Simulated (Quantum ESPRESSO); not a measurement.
**TiTe in Quantum ESPRESSO: the effect of Hubbard term**

The system is TiTe.

```
Ti Te
1.0
     4.86799    0.00000    0.00000
     0.00000    4.86799    0.00000
     0.00000    0.00000    6.06066
Ti Te
2 2
Direct
  0.00000 0.50000 0.00000
  0.50000 0.00000 0.50000
  0.00000 0.00000 0.25000
  0.00000 0.00000 0.75000
```

The cell comes from a database or a generator and needn't be the stable form of this composition.

Alike in all runs:

```yaml
Program: Quantum ESPRESSO 7.5
Task: single point
Functional: PBEsol
Potentials_or_basis: PseudoDojo 0.4.1 SR PBEsol standard
Cutoff: 1143 eV
Density_cutoff: 4572 eV
k_mesh: 3 × 3 × 3
Occupations: gaussian, width 0.05 eV
Spin: collinear spin, ferromagnetic start
Starting_moments: "[2.0, 2.0, 0.0, 0.0] μB"
Hubbard_projectors: ortho-atomic
Double: 5
Start_of_the_occupations: atomic
Moments_locked: none
Magnetic_state_asked_for: fm
Formal_shell_electrons: 1 d2, 2 d2
```

```tsv
Hubbard term	pressure (GPa)
none	-2.3
Ti d U = 1 eV	-0.9
Ti d U = 2 eV	0.4
Ti d U = 3 eV	1.7
Ti d U = 4 eV	?
Ti d U = 5 eV	3.7
Ti d U = 6 eV	4.6
Ti d U = 8 eV	6.6
```

Question: What does the run with Hubbard term Ti d U = 4 eV give?

Answer: Pressure 2.7 GPa.

Worked out: A parabola through the other rows of the pressure, of slope 1.09 GPa per eV there, gives 2.7 GPa, against the run's 2.7.

Caveats: all runs use coarse meshes; the U is typed as a test and isn't derived for this compound (some runs).
